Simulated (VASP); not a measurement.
# GaP (F-43m) in VASP: settings compared

Aim: see how the results for GaP move with the level of theory and the settings. Levels: PBE, RPBE, BLYP. Tasks: single point.

Everything below comes from runs of VASP 6.6.1. Logs are shortened: lines on timing, memory, paths and dates and some standing lists are left out, and cuts for length are marked.

**Experimental background.**

From “Stacking defects in GaP nanowires: Electronic structure and optical properties”, 2018, arxiv:1810.01194, for a bulk crystal of GaP at 10 K: band gap 2.34 eV (indirect).

How close the calculation comes is told below.

**1. The structure**

The structure is cubic, space group F-43m (No. 216). Conventional cell: a = 5.451 Å, b = 5.451 Å, c = 5.451 Å, α = 90.00°, β = 90.00°, γ = 90.00°. Ga (site symmetry -43m) has 4 P at 2.36 Å as nearest neighbours. P (site symmetry -43m) has 4 Ga at 2.36 Å as nearest neighbours.

**2. Single point, PBE**

The input, INCAR:

```
ALGO = Fast ; EDIFF = 1E-7
ENCUT = 520 ; GGA = PE
ISIF = 2 ; ISMEAR = 0
LASPH = T ; LCHARG = F
LREAL = F ; LWAVE = F
NBANDS = 16 ; NELM = 100
PREC = Accurate ; SIGMA = 0.012
```

The input, KPOINTS:

```
k-points
0
Gamma
  8 8 8
```

The input, POSCAR:

```
GaP
1.0
    0.0000000000      2.7252500000      2.7252500000
    2.7252500000      0.0000000000      2.7252500000
    2.7252500000      2.7252500000      0.0000000000
Ga P
1 1
Direct
    0.0000000000      0.0000000000      0.0000000000
    0.7500000000      0.7500000000      0.7500000000
```

Potentials or basis: VASP PAW PBE potentials, release 64 (Ga_d, P).

Command:

```console
cat potpaw_PBE.64/Ga_d/POTCAR potpaw_PBE.64/P/POTCAR > POTCAR
mpirun -np 1 vasp_std > vasp.out
```

OUTCAR:

```text
EDIFF = 1E-7
   ENCUT = 520
   GGA = PE
   ISIF = 2
   ISMEAR = 0
   LASPH = T
   LREAL = F
   NELM = 100
   PREC = Accurate

 ion  position               nearest neighbor table
   1  0.000  0.000  0.000-   2 2.36   2 2.36   2 2.36   2 2.36
   2  0.750  0.750  0.750-   1 2.36   1 2.36   1 2.36   1 2.36

  LATTYP: Found a face centered cubic cell.
 ALAT       =     5.4505000000

  Lattice vectors:

 A1 = (   0.0000000000,   2.7252500000,   2.7252500000)
 A2 = (   2.7252500000,   0.0000000000,   2.7252500000)
 A3 = (   2.7252500000,   2.7252500000,   0.0000000000)

Analysis of symmetry for initial positions (statically):
=====================================================================
 Subroutine PRICEL returns:
 Original cell was already a primitive cell.

 Routine SETGRP: Setting up the symmetry group for a
 face centered cubic supercell.

 Subroutine GETGRP returns: Found 24 space group operations
 (whereof 24 operations were pure point group operations)
 out of a pool of 48 trial point group operations.

The static configuration has the point symmetry T_d .

Analysis of symmetry for dynamics (positions and initial velocities):
=====================================================================
 Subroutine PRICEL returns:
 Original cell was already a primitive cell.

 Routine SETGRP: Setting up the symmetry group for a
 face centered cubic supercell.

 Subroutine GETGRP returns: Found 24 space group operations
 (whereof 24 operations were pure point group operations)
 out of a pool of 48 trial point group operations.

The dynamic configuration has the point symmetry T_d .

 Subroutine INISYM returns: Found 24 space group operations
 (whereof 24 operations are pure point group operations),
 and found     1 'primitive' translations

----------------------------------------------------------------------------------------

                                     Primitive cell

  volume of cell :      40.4808

  direct lattice vectors                    reciprocal lattice vectors
     0.000000000  2.725250000  2.725250000    -0.183469406  0.183469406  0.183469406
     2.725250000  0.000000000  2.725250000     0.183469406 -0.183469406  0.183469406
     2.725250000  2.725250000  0.000000000     0.183469406  0.183469406 -0.183469406

  length of vectors
     3.854085511  3.854085511  3.854085511     0.317778334  0.317778334  0.317778334

  position of ions in fractional coordinates (direct lattice)
     0.000000000  0.000000000  0.000000000
     0.750000000  0.750000000  0.750000000

  ion indices of the primitive-cell ions
   primitive index   ion index
                 1           1
                 2           2

----------------------------------------------------------------------------------------

 KPOINTS: k-points

Automatic generation of k-mesh.
 Grid dimensions read from file:
 generate k-points for:    8    8    8

 Generating k-lattice:

  Cartesian coordinates                     Fractional coordinates (reciprocal lattice)
    -0.022933676  0.022933676  0.022933676     0.125000000  0.000000000  0.000000000
     0.022933676 -0.022933676  0.022933676     0.000000000  0.125000000  0.000000000
     0.022933676  0.022933676 -0.022933676     0.000000000  0.000000000  0.125000000

  Length of vectors
     0.039722292  0.039722292  0.039722292

  Shift w.r.t. Gamma in fractional coordinates (k-lattice)
     0.000000000  0.000000000  0.000000000

 Subroutine IBZKPT returns following result:
 ===========================================

 Found     29 irreducible k-points:

 Following reciprocal coordinates:
            Coordinates               Weight
  0.000000  0.000000  0.000000      1.000000
  0.125000  0.000000  0.000000      8.000000
  0.250000  0.000000  0.000000      8.000000
  0.375000  0.000000  0.000000      8.000000
  0.500000  0.000000  0.000000      4.000000
  0.125000  0.125000  0.000000      6.000000
[... 16 lines left out ...]
  0.500000  0.250000  0.125000     48.000000
 -0.375000  0.250000  0.125000     24.000000
 [... further k-points ...]
   k-points           NKPTS =     29   k-points in BZ     NKDIM =     29   number of bands    NBANDS=     16
   number of dos      NEDOS =    301   number of ions     NIONS =      2
   total plane-waves  NPLWV =  27000
   dimension x,y,z NGX =    30 NGY =   30 NGZ =   30
   dimension x,y,z NGXF=    60 NGYF=   60 NGZF=   60
   ions per type =               1   1
   NGX,Y,Z   is equivalent  to a cutoff of  12.94, 12.94, 12.94 a.u.
   NGXF,Y,Z  is equivalent  to a cutoff of  25.88, 25.88, 25.88 a.u.
 SYSTEM =  unknown system
   PREC   = accura    normal or accurate (medium, high low for compatibility)
   ISTART =      0    job   : 0-new  1-cont  2-samecut
   ICHARG =      2    charge: 1-file 2-atom 10-const
   ISPIN  =      1    spin polarized calculation?
   LNONCOLLINEAR =      F non collinear calculations
   LSORBIT =      F    spin-orbit coupling
   LASPH  =      T    aspherical Exc in radial PAW
   ENCUT  =  520.0 eV  38.22 Ry    6.18 a.u.   7.17  7.17  7.17*2*pi/ulx,y,z
   NELM   =    100;   NELMIN=  2; NELMDL= -5     # of ELM steps
   EDIFF  = 0.1E-06   stopping-criterion for ELM
   LREAL  =      F    real-space projection
   EDIFFG = 0.1E-05   stopping-criterion for IOM
   NSW    =      0    number of steps for IOM
   IBRION =     -1    ionic relax: 0-MD 1-quasi-New 2-CG
   NFREE  =      0    steps in history (QN), initial steepest desc. (CG)
   ISIF   =      2    stress and relaxation
   ISYM   =      2    0-nonsym 1-usesym 2-fastsym
   POTIM  = 0.5000    time-step for ionic-motion
   TEBEG  =    0.0;   TEEND  =   0.0 temperature during run
   PSTRESS=    0.0 pullay stress
   NELECT =      18.0000    total number of electrons
   NUPDOWN=      -1.0000    fix difference up-down
   EMIN   =  10.00;   EMAX   =-10.00  energy-range for DOS
   EFERMI =   0.00;   METHOD = LEGACY
   ISMEAR =     0;   SIGMA  =   0.01  broadening in eV -4-tet -1-fermi 0-gaus
   EFERMI_NEDOS =   21; number of points for ismear=-14 and -15
   IALGO  =     68    algorithm
   IMIX   =      4    mixing-type and parameters
     AMIX     =   0.40;   BMIX     =  1.00
     AMIX_MAG =   1.60;   BMIX_MAG =  1.00
  volume/ion in A,a.u.               =      20.24       136.59
  Fermi-wavevector in a.u.,A,eV,Ry     =   1.249538  2.361284 21.243377  1.561344
  Thomas-Fermi vector in A             =   2.383574
   LORBIT       =      0    0 simple, 1 ext, 2 COOP (PROOUT), +10 PAW based schemes
   GGA     = PE    functional components
   LHFCALC =     F    Hartree Fock is set to
   AEXX    =    0.0000 exact exchange contribution
   IVDW    =     0    specifies the selected vdW correction
   LEPSILON=     F    determine dielectric tensor
   LRPA    =     F    only Hartree local field effects (RPA)
 non-spin polarized calculation
 RMM-DIIS sequential band-by-band and
 Gauss-broadening in eV      SIGMA  =   0.01
  energy-cutoff  :      520.00
  volume of cell :       40.48
 maximum number of plane-waves:      1106
 NGX is ok and might be reduce to    30
   NGX = 15   NGY = 15   NGZ = 15

 number of electron      17.9999989 magnetization

 Free energy of the ion-electron system (eV)
  ---------------------------------------------------
  ext. energy  EPLUGINS =         0.00000000
  ---------------------------------------------------
  free energy    TOTEN  =        -9.11612139 eV

  energy without entropy =       -9.11612139  energy(sigma->0) =       -9.11612139

 E-fermi :   4.7820     XC(G=0):  -9.8328

 val. band max:        4.6525814547   @ k =   0.0000   0.0000   0.0000
 cond. band min:       6.2942653319   @ k =   0.3750   0.3750   0.0000
 fundamental gap:      1.6416838772
 Fermi energy:         4.7819663060

 k-point     1 :       0.0000    0.0000    0.0000
  band No.  band energies     occupation
      1      -9.8988      2.00000
      2      -9.8988      2.00000
      3      -9.8988      2.00000
      4      -9.7991      2.00000
      5      -9.7991      2.00000
      6      -7.8392      2.00000
[... 8 lines left out ...]
     15      14.4399      0.00000
     16      14.4399      0.00000

 k-point     2 :       0.1250    0.0000    0.0000
  band No.  band energies     occupation
      1      -9.9125      2.00000
      2      -9.8941      2.00000
      3      -9.8941      2.00000
      4      -9.7991      2.00000
      5      -9.7991      2.00000
      6      -7.6368      2.00000
[... 8 lines left out ...]
     15      13.8173      0.00000
     16      14.3550      0.00000

 k-point     3 :       0.2500    0.0000    0.0000
  band No.  band energies     occupation
      1      -9.9427      2.00000
      2      -9.8841      2.00000
      3      -9.8841      2.00000
      4      -9.7978      2.00000
      5      -9.7978      2.00000
      6      -7.0633      2.00000
[... 8 lines left out ...]
     15      13.6347      0.00000
     16      14.5816      0.00000

 k-point     4 :       0.3750    0.0000    0.0000
  band No.  band energies     occupation
      1      -9.9698      2.00000
      2      -9.8764      2.00000
      3      -9.8764      2.00000
      4      -9.7941      2.00000
      5      -9.7941      2.00000
      6      -6.2634      2.00000
[... 8 lines left out ...]
     15      14.8318      0.00000
     16      14.8318      0.00000
[... 324 lines left out ...]
 k-point    22 :       0.3750    0.2500    0.1250
  band No.  band energies     occupation
      1      -9.9658      2.00000
      2      -9.8722      2.00000
      3      -9.8682      2.00000
      4      -9.8099      2.00000
      5      -9.7901      2.00000
      6      -6.5755      2.00000
[... 8 lines left out ...]
     15      15.7742      0.00000
     16      17.0763      0.00000

 k-point    23 :       0.5000    0.2500    0.1250
  band No.  band energies     occupation
      1      -9.9812      2.00000
      2      -9.8684      2.00000
      3      -9.8591      2.00000
      4      -9.8078      2.00000
      5      -9.7901      2.00000
      6      -5.8220      2.00000
[... 8 lines left out ...]
     15      16.1968      0.00000
     16      17.4951      0.00000

 k-point    24 :      -0.3750    0.2500    0.1250
  band No.  band energies     occupation
      1      -9.9869      2.00000
      2      -9.8679      2.00000
      3      -9.8559      2.00000
      4      -9.8042      2.00000
      5      -9.7918      2.00000
      6      -5.3673      2.00000
[... 8 lines left out ...]
     15      16.6580      0.00000
     16      17.1625      0.00000

 [... further k-points ...]

------------------------ aborting loop because EDIFF is reached ----------------------------------------

  FORCE on cell =-STRESS in cart. coord.  units (eV):
  Direction    XX          YY          ZZ          XY          YZ          ZX
  --------------------------------------------------------------------------------------
  -------------------------------------------------------------------------------------
  Total        0.6255924      0.6255924      0.6255924      0.0000000      0.0000000      0.0000000
  in kB       24.7601347     24.7601347     24.7601347      0.0000000      0.0000000      0.0000000
  external PRESSURE =      24.7601347 kB  Pullay stress =       0.0000000 kB

 VOLUME and BASIS-vectors are now :
 -----------------------------------------------------------------------------
  energy-cutoff  :      520.00
  volume of cell :       40.48
      direct lattice vectors                 reciprocal lattice vectors
     0.000000000  2.725250000  2.725250000    -0.183469406  0.183469406  0.183469406
     2.725250000  0.000000000  2.725250000     0.183469406 -0.183469406  0.183469406
     2.725250000  2.725250000  0.000000000     0.183469406  0.183469406 -0.183469406

 POSITION                                       TOTAL-FORCE (eV/Angst)
 -----------------------------------------------------------------------------------
      0.00000      0.00000      0.00000         0.000000     -0.000000      0.000000
      4.08788      4.08788      4.08788        -0.000000      0.000000     -0.000000
 -----------------------------------------------------------------------------------
    total drift:                               -0.000002     -0.000002     -0.000002

  FREE ENERGIE OF THE ION-ELECTRON SYSTEM (eV)
  ---------------------------------------------------
  free  energy   TOTEN  =        -9.1161213917 eV

  energy  without entropy=       -9.1161213917  energy(sigma->0) =       -9.11612139
```

Wall time 23 s (1 thread of Intel Xeon Platinum 8488C (Sapphire Rapids), shared host); peak memory 0.16 GiB.

Results:

- Free energy: -9.1161 eV
- Pressure: 2.5 GPa
- Band gap on the k mesh: 1.64 eV, indirect (least direct gap 1.83 eV)

(Continued in part 2 of 3.)
